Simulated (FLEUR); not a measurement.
# Bi (P2/m) in FLEUR: notebook

The runs below take Bi through single point, with PBEsol.

Program: FLEUR MaX-R8.1 (later development tree). These are calculated values, not measurements. Logs are shortened: lines on timing, memory, paths and dates and some standing lists are left out, and cuts for length are marked.

**1. The crystal as given**

The structure is monoclinic, space group P2/m (No. 10). Conventional cell: a = 3.343 Å, b = 3.326 Å, c = 6.652 Å, α = 90.00°, β = 90.72°, γ = 90.00°. Bi (site symmetry m) is surrounded by 6 Bi at 3.33 to 3.35 Å.

This isn't the form of Bi at room conditions, which is rhombohedral.

**2. Single point, PBEsol**

Contents of inp.xml:

```xml
<?xml version="1.0" encoding="UTF-8" standalone="no"?>
<fleurInput fleurInputVersion="0.39">
   <comment>
      Bi                                                                                                  
   </comment>
   <calculationSetup>
      <cutoffs Kmax="4.1" Gmax="12.7" GmaxXC="12.7" numbands="0"/>
      <scfLoop itmax="60" minDistance="0.00001" maxIterBroyd="15" imix="Anderson" alpha="0.05" precondParam="0.0" spinf="2.0" sdNocoIR="T"/>
      <coreElectrons ctail="T" frcor="F" kcrel="0" coretail_lmax="0"/>
      <xcFunctional name="PBEs" relativisticCorrections="F"/>
      <magnetism jspins="1"/>
      <soc l_soc="F" theta="0.0" phi="0.0" spav="F"/>
      <expertModes spex="0" secvar="F"/>
      <geometryOptimization l_f="F" forcealpha="1.0" forcemix="BFGS" epsdisp="0.00001" epsforce="0.00001"/>
      <ldaU l_linMix="F" mixParam="0.05" spinf="1.0"/>
   </calculationSetup>
   <cell>
      <bzIntegration valenceElectrons="42.0" mode="hist" fermiSmearingEnergy="0.00183747">
         <kPointListSelection listName="default-1"/>
         <!-- k-points included here -->
         <xi:include xmlns:xi="http://www.w3.org/2001/XInclude" href="kpts.xml"> </xi:include>
      </bzIntegration>
      <!-- symmetry operations included here -->
      <xi:include xmlns:xi="http://www.w3.org/2001/XInclude" href="sym.xml"> </xi:include>
      <bulkLattice scale="1.0">
         <bravaisMatrix>
            <row-1>    6.3171870144407638     0.0000000000000000     0.0000000000000000</row-1>
            <row-2>    0.0000000000000000     6.2845456488568425     0.0000000000000000</row-2>
            <row-3>   -0.1569454813769203     0.0000000000000000    12.5702659244496520</row-3>
         </bravaisMatrix>
      </bulkLattice>
   </cell>
   <atomSpecies>
      <species name="Bismuth (Bi)" element="Bi" atomicNumber="83">
         <mtSphere radius="2.59" gridPoints="879" logIncrement="0.015"/>
         <atomicCutoffs lmax="10" lnonsphr="10"/>
         <electronConfig flipSpins="F">
            <coreConfig>(1s1/2) (2s1/2) (2p1/2) (2p3/2) (3s1/2) (3p1/2) (3p3/2) (4s1/2) (3d3/2) (3d5/2) (4p1/2) (4p3/2) (5s1/2) (4d3/2) (4d5/2) (4f5/2) (4f7/2)</coreConfig>
            <valenceConfig>(5p1/2) (5p3/2) (6s1/2) (5d3/2) (5d5/2) (6p1/2) (6p3/2)</valenceConfig>
            <stateOccupation state="(6p1/2)" spinUp="0.500000" spinDown="0.500000"/>
            <stateOccupation state="(6p3/2)" spinUp="1.000000" spinDown="1.000000"/>
         </electronConfig>
         <energyParameters s="6" p="6" d="5" f="5"/>
         <lo type="SCLO" l="1" n="5" eDeriv="0"/>
         <lo type="SCLO" l="1" n="5" eDeriv="1"/>
         <lo type="SCLO" l="0" n="6" eDeriv="2"/>
         <lo type="SCLO" l="2" n="5" eDeriv="2"/>
         <lo type="SCLO" l="3" n="5" eDeriv="2"/>
      </species>
   </atomSpecies>
   <atomGroups>
      <atomGroup species="Bismuth (Bi)">
         <relPos label="                   1">-.4557527500 .0000000000 -.2504221100</relPos>
         <relPos label="                   2">.4557527500 .0000000000 .2504221100</relPos>
         <force calculate="T" relaxXYZ="TTT"/>
      </atomGroup>
   </atomGroups>
   <output dos="F" band="F" slice="F">
      <checks vchk="F" cdinf="F"/>
      <bandDOS minEnergy="-.5*Htr" maxEnergy="0.5*Htr" sigma="0.015" storeEVData="T"/>
      <vacuumDOS vacdos="F" integ="F" star="F" nstars="0" locx1="0.0" locy1="0.0" locx2="0.0" locy2="0.0" nstm="0" tworkf="0.0"/>
      <unfoldingBand unfoldBand="F" supercellX="1" supercellY="1" supercellZ="1"/>
      <plotting iplot="0" polar="F">
         <plot TwoD="T" vec1="  1.0  0.0  0.0" vec2="  0.0  1.0  0.0" vec3="  0.0  0.0  1.0" zero="  0.0  0.0  0.0" file="plot"/>
      </plotting>
      <chargeDensitySlicing numkpt="0" minEigenval="0.0" maxEigenval="0.0" nnne="0" pallst="F"/>
      <specialOutput eonly="F"/>
      <moessbauerParams electricFieldGradient="T" isomerShift="T" coreHyperfine="T" valenceHyperfine="T"/>
      <magneticCircularDichroism mcd="F" energyLo="-10.0" energyUp="0.0"/>
   </output>
  <!-- We include the file relax.xml here to enable relaxations (see documentation) -->
  <xi:include xmlns:xi="http://www.w3.org/2001/XInclude" href="relax.xml"> <xi:fallback/> </xi:include>
</fleurInput>
```

Contents of crystal.txt:

```
Bi
&input cartesian=F /
3.3429114051  0.0000000000  0.0000000000
0.0000000000  3.3256383383  0.0000000000
-0.0830519721  0.0000000000  6.6518982623
1.8897261246
1.0 1.0 1.0

2
83 0.5442472500  0.0000000000  0.7495778900
83 0.4557527500  0.0000000000  0.2504221100

&kpt div1=8 div2=8 div3=4 gamma=T /
```

Potentials or basis: all-electron, FLAPW.

On the command line:

```
$ inpgen -f crystal.txt -profile fastHighL
$ # inp.xml edited to the form shown
$ fleur_MPI
```

Log:

```text
Welcome to FLEUR        (www.flapw.de)
      MaX-Release 8.1          (www.max-centre.eu)

 ========== k-point set info ==========
 Selected k-point list: default-1
 k-point list type: mesh
 8 x 8 x 4
 Number of k points: 90

 ------------Calculation Setup---------------------------
 Number of MPI-tasks      :            1
 Number of PE/node        :            1
 Number of OMP-threads    :            1
 Most efficient MPI parallelization for:
           1           2           3           5           6           9          10          15          18          30          45          90
 Additional eigenvalue parallelization possible
 Number of basis functions:          670
 Approximate size of matrices (H+S) per k-point:         0.007 GB
 --------------------------------------------------------
 Iteration:     1   Distance:      11.16319847 me/bohr^3
 Iteration:     2   Distance:      10.51377314 me/bohr^3
 Iteration:     3   Distance:       3.14396189 me/bohr^3
 Iteration:     4   Distance:       0.22957322 me/bohr^3
 Iteration:     5   Distance:       0.21228547 me/bohr^3
 Iteration:     6   Distance:       0.06641588 me/bohr^3
 Iteration:     7   Distance:       0.03164665 me/bohr^3
 Iteration:     8   Distance:       0.00800704 me/bohr^3
 Iteration:     9   Distance:       0.00150940 me/bohr^3
 Iteration:    10   Distance:       0.00026800 me/bohr^3
 Iteration:    11   Distance:       0.00020095 me/bohr^3
 Iteration:    12   Distance:       0.00006873 me/bohr^3
 Iteration:    13   Distance:       0.00000561 me/bohr^3

 ********************************************************************
 Run finished successfully
 Stop message:
   all done
 ********************************************************************
```

out.xml (last iteration):

```text
<iteration numberForCurrentRun="   13" overallNumber="   13">
         <energyParameters units="Htr">
            <atomicEP atomType="1" spin="1" branch="6s" branchLowest="-5.40" branchHighest="0.44" value="-0.1801835983"/>
            <atomicEP atomType="1" spin="1" branch="6p" branchLowest="-3.12" branchHighest="1.33" value="0.1347545209"/>
            <atomicEP atomType="1" spin="1" branch="5d" branchLowest="-15.37" branchHighest="-0.55" value="-0.5617559382"/>
            <atomicEP atomType="1" spin="1" branch="5f" branchLowest="-5.21" branchHighest="1.77" value="0.4841878178"/>
            <loAtomicEP atomType="1" spin="1" branch="5p" branchLowest="-24.59" branchHighest="-3.12" value="-3.1958183983"/>
            <loAtomicEP atomType="1" spin="1" branch="5p" branchLowest="-24.59" branchHighest="-3.12" value="-3.1958183983"/>
            <loAtomicEP atomType="1" spin="1" branch="6s" branchLowest="-5.40" branchHighest="0.44" value="-0.1801835983"/>
            <loAtomicEP atomType="1" spin="1" branch="5d" branchLowest="-15.37" branchHighest="-0.55" value="-0.5985195932"/>
            <loAtomicEP atomType="1" spin="1" branch="5f" branchLowest="-5.21" branchHighest="1.77" value="0.4841730482"/>
         </energyParameters>
         <eigenvalues>
            <eigenvaluesAt spin="1" ikpt="1" k_x="0.00000000" k_y="0.00000000" k_z="0.00000000">
                      -3.1227277690       -3.1226575065       -3.1225948139       -3.1225920890       -3.1225056338
                      -3.1225017109       -0.6093804114       -0.6091342025       -0.6089515582       -0.6023265716
                      -0.6023255091       -0.6016251674       -0.6002987088       -0.5999981308       -0.5999417031
                      -0.5997799323       -0.2370200380       -0.1765485409        0.0618871692        0.3367776384
                       0.3383074625        0.3390845113        0.3880331799        0.4004465521        0.4456954413
                       0.5102456635        0.5147638704        0.5653102887        0.5780891253        0.5934123523
                       0.6085196398        0.6516502811        0.6630614312
            </eigenvaluesAt>
            <eigenvaluesAt spin="1" ikpt="2" k_x="0.00000000" k_y="0.00000000" k_z="0.25000000">
                      -3.1227176703       -3.1226678529       -3.1225945960       -3.1225924163       -3.1225051909
                      -3.1225023526       -0.6092564787       -0.6090036615       -0.6081488918       -0.6028766650
                      -0.6019936802       -0.6019772639       -0.6004615689       -0.6003528679       -0.5999176621
                      -0.5997956211       -0.2306049652       -0.1891279333        0.0922667015        0.2653997474
                       0.3437703406        0.3462062255        0.3794719024        0.3887975936        0.4701754422
                       0.5164512708        0.5239305281        0.5591986437        0.5778576462        0.6356260120
                       0.6541670648        0.6762003192        0.6872995325
            </eigenvaluesAt>
            <eigenvaluesAt spin="1" ikpt="3" k_x="0.00000000" k_y="0.00000000" k_z="0.50000000">
                      -3.1226939850       -3.1226918393       -3.1225940422       -3.1225930468       -3.1225039106
                      -3.1225036953       -0.6091368772       -0.6091204271       -0.6056930210       -0.6054428384
                      -0.6012345331       -0.6012128913       -0.6011439545       -0.6011045137       -0.5998590809
                      -0.5998504473       -0.2130077105       -0.2122466698        0.1671051356        0.1682288357
                       0.3589970898        0.3618691126        0.3650981090        0.3657192426        0.4902797104
                       0.4924830310        0.5308028558        0.5324504977        0.6876146339        0.6978918920
                       0.7146913407        0.7178085293        0.7295547422
            </eigenvaluesAt>
            <eigenvaluesAt spin="1" ikpt="4" k_x="0.00000000" k_y="0.12500000" k_z="0.00000000">
                      -3.1227271273       -3.1226569633       -3.1225942638       -3.1225915229       -3.1225169727
                      -3.1225128927       -0.6090825220       -0.6081866961       -0.6080968993       -0.6027815481
                      -0.6022873819       -0.6011781222       -0.6003617511       -0.6003050688       -0.6002712450
                      -0.6001349523       -0.2305661737       -0.1702421578        0.0688429126        0.2665518533
                       0.3329715066        0.3439739106        0.3454966246        0.3955619513        0.4692120003
                       0.5137793795        0.5202783542        0.5781701369        0.5790940321        0.6031489613
                       0.6575289193        0.6667027265        0.7499613530
            </eigenvaluesAt>
         </eigenvalues>
         <bandgap value="0.0034947493" units="eV"/>
         <sumValenceSingleParticleEnergies value="-49.2238302426" units="Htr"/>
         <FermiEnergy value="0.2266678402" units="Htr"/>
         <valenceDensity>
            <mtCharges spin="1">
               <mtCharge atomType="1" total="18.5982517" s="1.4959398" p="7.2098624" d="9.8843456" f="0.0072507"/>
            </mtCharges>
            <spinDependentCharge spin="1" total="42.0000000" interstitial="4.8034967" mtSpheres="37.1965033"/>
            <totalCharge value="42.0000000000"/>
         </valenceDensity>
         <coreStates atomType="     1" atomicNumber=" 83" spin="1" kinEnergy="  24946.6444235018" eigValSum=" -13347.2964805460" lostElectrons=" 0.000038">
            <state n="1" l="0" j="0.5" energy="-3325.1905523938" weight="1.0000000000"/>
            <state n="2" l="0" j="0.5" energy="-596.6167610109" weight="1.0000000000"/>
            <state n="2" l="1" j="0.5" energy="-573.1724322548" weight="1.0000000000"/>
            <state n="2" l="1" j="1.5" energy="-487.9489373127" weight="2.0000000000"/>
            <state n="3" l="0" j="0.5" energy="-143.7078591805" weight="1.0000000000"/>
            <state n="3" l="1" j="0.5" energy="-133.1265960278" weight="1.0000000000"/>
[... 9 lines left out ...]
            <state n="4" l="3" j="2.5" energy="-5.3310699762" weight="3.0000000000"/>
            <state n="4" l="3" j="3.5" energy="-5.1291298825" weight="4.0000000000"/>
         </coreStates>
         <allElectronCharges>
            <spinDependentCharge spin="1" total="166.0000000" interstitial="4.8035732" mtSpheres="161.1964268"/>
            <totalCharge value="166.0000000079"/>
         </allElectronCharges>
         <moessbauerParams unitsHFF="kG" unitsIS="e/bohr^3" unitsEFG="Htr/bohr^2">
            <coreIsomerShift atomType="1" isTotal="3257160.83789">
               <shell n="1" l="0" isomerShift="2668877.71256"/>
               <shell n="2" l="0" isomerShift="415922.01122"/>
               <shell n="2" l="1" isomerShift="34095.98010"/>
               <shell n="3" l="0" isomerShift="96471.38184"/>
               <shell n="3" l="1" isomerShift="8886.19904"/>
               <shell n="4" l="0" isomerShift="25114.30626"/>
               <shell n="3" l="2" isomerShift="0.00372"/>
               <shell n="4" l="1" isomerShift="2288.49743"/>
               <shell n="5" l="0" isomerShift="5504.74466"/>
               <shell n="4" l="2" isomerShift="0.00105"/>
               <shell n="4" l="3" isomerShift="0.00000"/>
            </coreIsomerShift>
            <isomerShift atomType="1" nucleusRadius="0.0001402" averageDensity="3257867.70437"/>
            <electricFieldGradient atomType="1" VXX="0.03300" VYY="0.20148" VZZ="-0.23448" asymParam="0.71855">
            </electricFieldGradient>
         </moessbauerParams>
         <totalEnergy                                    value="   -43150.7933160482" units="Htr">
            <sumOfEigenvalues                            value="   -26743.8167913347">
               <coreElectrons value="-26694.5929610920"/>
               <valenceElectrons value="-49.2238302426"/>
            </sumOfEigenvalues>
            <densityCoulombPotentialIntegral value="-76173.9035608243"/>
            <densityEffectivePotentialIntegral value="-77209.1172133802"/>
            <chargeDenXCDenIntegral value="-785.7771798967"/>
            <FockExchangeEnergyValence value="0.0000000000"/>
            <FockExchangeEnergyCore value="0.0000000000"/>
            <atomTypeDependentContributions atomType="1">
               <electronNucleiInteractionDifferentMTs value="54652.8026170043"/>
               <MadelungTerm value="-90.5621607806"/>
            </atomTypeDependentContributions>
            <tkbTimesEntropy value="0.0005509529"/>
            <freeEnergy value="-43150.7938670011"/>
            <extrapolationTo0K value="-43150.7935915246"/>
         </totalEnergy>
         <densityConvergence units="me/bohr^3">
            <chargeDensity spin="1" distance="0.0000056130"/>
         </densityConvergence>
      </iteration>
```

It took 2.8 min on 1 thread of Arm Neoverse V2, shared host; peak memory 0.11 GiB.

Results:

```
Free energy                                           : -1174192.9187 eV
Band gap on the k mesh                                : none (metal or under the smearing width)
Valence electrons inside the program's atomic spheres : Bi 18.60 (radii Bi 2.59 bohr)
```

Levels at points of the mesh, in eV from the Fermi level:
```tsv
k point	band 18	band 19	band 20	band 21	band 22	band 23	band 24	band 25
(0.00, 0.00, 0.00)	-10.97	-4.48	3.00	3.04	3.06	4.39	4.73	5.96
(0.00, 0.00, 0.50)	-11.94	-1.62	-1.59	3.60	3.68	3.77	3.78	7.17
(0.00, 0.50, 0.00)	-9.34	-4.49	-2.78	-2.76	2.91	4.68	4.72	6.11
(0.00, 0.50, 0.50)	-10.29	-3.80	-3.78	0.17	0.20	5.30	5.38	5.44
(0.50, 0.00, 0.00)	-9.42	-4.45	-2.83	-2.71	2.53	4.72	5.04	6.35
(0.50, 0.00, 0.50)	-10.33	-3.83	-3.80	0.15	0.24	5.38	5.42	5.42
(0.50, 0.50, 0.00)	-7.77	-2.79	-2.72	-1.25	-1.22	-1.10	2.94	4.84
(0.50, 0.50, 0.50)	-8.70	-2.14	-2.13	-2.11	-2.10	1.86	1.95	3.60
```

Core levels (eV from the Fermi level):
```csv
atom,levels
1 Bi,"1s1/2 -90489.2, 2s1/2 -16240.9, 2p1/2 -15603.0, 2p3/2 -13283.9, 3s1/2 -3916.7, 3p1/2 -3628.7, 3p3/2 -3109.5, 4s1/2 -895.5, 3d3/2 -2638.3, 3d5/2 -2528.2, 4p1/2 -770.4, 4p3/2 -642.3, 5s1/2 -153.1, 4d3/2 -439.1, 4d5/2 -415.2, 4f5/2 -151.2, 4f7/2 -145.7"
2 Bi,"1s1/2 -90489.2, 2s1/2 -16240.9, 2p1/2 -15603.0, 2p3/2 -13283.9, 3s1/2 -3916.7, 3p1/2 -3628.7, 3p3/2 -3109.5, 4s1/2 -895.5, 3d3/2 -2638.3, 3d5/2 -2528.2, 4p1/2 -770.4, 4p3/2 -642.3, 5s1/2 -153.1, 4d3/2 -439.1, 4d5/2 -415.2, 4f5/2 -151.2, 4f7/2 -145.7"
```

Caveat: spin-orbit coupling is left out, which moves the levels of the heavy elements.

**3. Single point, PBEsol**

This run uses another cell than the first one, of 35.29 Å³/atom, 0.955 times its volume.

inp.xml, as its differences from that of step 2:

```diff
@@ -26,5 +26,5 @@
          <bravaisMatrix>
-            <row-1>    6.3171870144407638     0.0000000000000000     0.0000000000000000</row-1>
-            <row-2>    0.0000000000000000     6.2845456488568425     0.0000000000000000</row-2>
-            <row-3>   -0.1569454813769203     0.0000000000000000    12.5702659244496520</row-3>
+            <row-1>    6.2199840630673959     0.0000000000000000     0.0000000000000000</row-1>
+            <row-2>    0.0000000000000000     6.1878449522943786     0.0000000000000000</row-2>
+            <row-3>   -0.1545305514183874     0.0000000000000000    12.3768464570392052</row-3>
          </bravaisMatrix>
```

Contents of crystal.txt:

```
Bi
&input cartesian=F /
3.2914738184  0.0000000000  0.0000000000
0.0000000000  3.2744665334  0.0000000000
-0.0817740462  0.0000000000  6.5495450880
1.8897261246
1.0 1.0 1.0

2
83 0.5442472500  0.0000000000  0.7495778900
83 0.4557527500  0.0000000000  0.2504221100

&kpt div1=8 div2=8 div3=4 gamma=T /
```

Potentials or basis: all-electron, FLAPW.

On the command line:

```
$ inpgen -f crystal.txt -profile fastHighL
$ # inp.xml edited to the form shown
$ fleur_MPI
```

Wall time 2.7 min (1 thread of Arm Neoverse V2, shared host); peak memory 0.1 GiB.

It converged, with:

| Property | Result |
| --- | --- |
| Free energy | -1174192.9928 eV |
| Band gap on the k mesh | none (metal or under the smearing width) |
| Valence electrons inside the program's atomic spheres | Bi 18.62 (radii Bi 2.59 bohr) |

Levels at points of the mesh, in eV from the Fermi level:
```
           k point  band 17  band 18  band 19  band 20  band 21  band 22  band 23  band 24  band 25  band 26
(0.00, 0.00, 0.00)   -12.90   -11.11    -4.76     3.11     3.16     3.18     4.61     4.98     6.21     7.85
(0.00, 0.00, 0.50)   -12.20   -12.18    -1.72    -1.69     3.76     3.84     3.94     3.96     7.39     7.45
(0.00, 0.50, 0.00)   -11.09    -9.31    -4.77    -2.95    -2.93     2.81     4.93     4.97     6.50     9.61
(0.00, 0.50, 0.50)   -10.40   -10.38    -4.03    -4.01     0.19     0.23     5.43     5.43     5.60     5.69
(0.50, 0.00, 0.00)   -11.12    -9.40    -4.72    -3.01    -2.88     2.46     4.97     5.26     6.77     9.66
(0.50, 0.00, 0.50)   -10.45   -10.42    -4.06    -4.04     0.17     0.26     5.37     5.42     5.73     5.77
(0.50, 0.50, 0.00)    -9.33    -7.59    -2.96    -2.89    -1.33    -1.29    -1.16     2.84     4.91     5.31
(0.50, 0.50, 0.50)    -8.66    -8.63    -2.28    -2.26    -2.25    -2.24     2.00     2.10     3.52     3.54
```

Core levels (eV from the Fermi level):
```tsv
atom	levels
1 Bi	1s1/2 -90489.2, 2s1/2 -16241.0, 2p1/2 -15603.0, 2p3/2 -13283.9, 3s1/2 -3916.7, 3p1/2 -3628.7, 3p3/2 -3109.5, 4s1/2 -895.5, 3d3/2 -2638.3, 3d5/2 -2528.2, 4p1/2 -770.4, 4p3/2 -642.4, 5s1/2 -153.1, 4d3/2 -439.1, 4d5/2 -415.2, 4f5/2 -151.3, 4f7/2 -145.8
2 Bi	1s1/2 -90489.2, 2s1/2 -16241.0, 2p1/2 -15603.0, 2p3/2 -13283.9, 3s1/2 -3916.7, 3p1/2 -3628.7, 3p3/2 -3109.5, 4s1/2 -895.5, 3d3/2 -2638.3, 3d5/2 -2528.2, 4p1/2 -770.4, 4p3/2 -642.4, 5s1/2 -153.1, 4d3/2 -439.1, 4d5/2 -415.2, 4f5/2 -151.3, 4f7/2 -145.8
```

Caveat: spin-orbit coupling is left out, which moves the levels of the heavy elements.
